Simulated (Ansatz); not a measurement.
# TePb under changes of volume

One of the cells (33.730 Å³/atom); the others are scaled copies at fixed shape and fractional positions:

```
Pb Te
1.0
     0.00000    3.23100    3.23100
     3.23100    0.00000    3.23100
     3.23100    3.23100    0.00000
Pb Te
1 1
Direct
  0.00000 0.00000 0.00000
  0.50000 0.50000 0.50000
```

```yaml
Program: Ansatz 0.2.0
Functional: r2SCAN
Dispersion: D3(BJ)
Potentials_or_basis: Ansatz PAW
Cutoff: "500 eV (not typed: the program's choice for these potentials)"
k_mesh: 7 × 7 × 7
Occupations: fermi-dirac, width 0.05 eV
Spin: no spin polarisation
```

| volume (Å³/atom) | energy over the lowest point (meV/atom) | pressure (GPa) |
| --- | --- | --- |
| 31.706 | ? | ? |
| 32.380 | 14.35 | 2.7 |
| 33.055 | 5.32 | 1.6 |
| 33.730 | 0.69 | 0.6 |
| 34.404 | 0.00 | -0.3 |
| 35.079 | 2.78 | -1.0 |
| 35.753 | 8.47 | -1.6 |

Question: What does the run at 31.706 Å³/atom give?

Answer: Energy over the lowest point 28.29 meV/atom; pressure 3.9 GPa.

Worked out: A Birch-Murnaghan fit of order 3 (a polynomial in V^(-2/3)) to the other rows has its minimum at 34.19 Å³/atom with B0 = V·E''(V) = 43 GPa and B' = 5.7. It gives 28.48 meV/atom at 31.706 Å³/atom, against the run's 28.29, and -dE/dV = 4.0 GPa, against 3.9.

Energies are extrapolated to zero smearing.

Caveats: the PAW data sets come from PBE, with cores solved anew for the run's functional, which leaves a small shift of forces and pressure; the dispersion damping was fitted for another functional or another form of the correction.
